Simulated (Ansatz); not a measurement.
Set up this calculation in Ansatz 0.2.0, as the native input.

* Task: single point
* Functional: PBE
* Potentials or basis: all-electron LAPW, scalar-relativistic
* Cutoff: 178 eV (chosen from the basis error)
* Basis error allowed: 0.001 eV/atom
* k mesh: 8 × 8 × 8
* Occupations: gaussian, width 0.026 eV
* Spin: no spin polarisation

The system is PbS (Galena).

```
Pb S
1.0
     0.00000    2.96575    2.96575
     2.96575    0.00000    2.96575
     2.96575    2.96575    0.00000
Pb S
1 1
Cartesian
  0.0000 0.0000 0.0000
  2.9657 2.9657 2.9657
```

The input as run:

input.yaml

```yaml
crystal:
  lattice:
    - [0.0, 2.96575, 2.96575]
    - [2.96575, 0.0, 2.96575]
    - [2.96575, 2.96575, 0.0]
  atoms:
    - { symbol: Pb, position: [0.0, 0.0, 0.0] }
    - { symbol: S, position: [0.5, 0.5, 0.5] }
kpoints:
  mp_grid: { grid: [8, 8, 8] }
scf:
  occupations: { method: gaussian, width: 0.026 }
hamiltonian:
  xc: pbe
  pseudopotentials: { kind: all_electron, lapw: { basis_error: 0.001 } }
output:
  forces: true
  stress: true
  eigenvalues: true
```

Potentials or basis: all-electron LAPW, scalar-relativistic.

Command:

```sh
$ ansatz run input.yaml --threads 1 --pin off --max-ram 3072MiB --backend cpu --events-out ev --progress --plain --runs-dir out
```

Results of the run:

```yaml
Pressure: 2.2 GPa
Band_gap_on_the_k_mesh: 0.36 eV, direct
```

Caveat: spin-orbit coupling is left out, which as a rule narrows the gap of such compounds by several tenths of an eV.

Wall time 7.3 s on 1 thread of Intel(R) Xeon(R) Platinum 8259CL CPU @ 2.50GHz (Skylake/Cascade Lake) (shared host), peak memory 0.34 GiB.
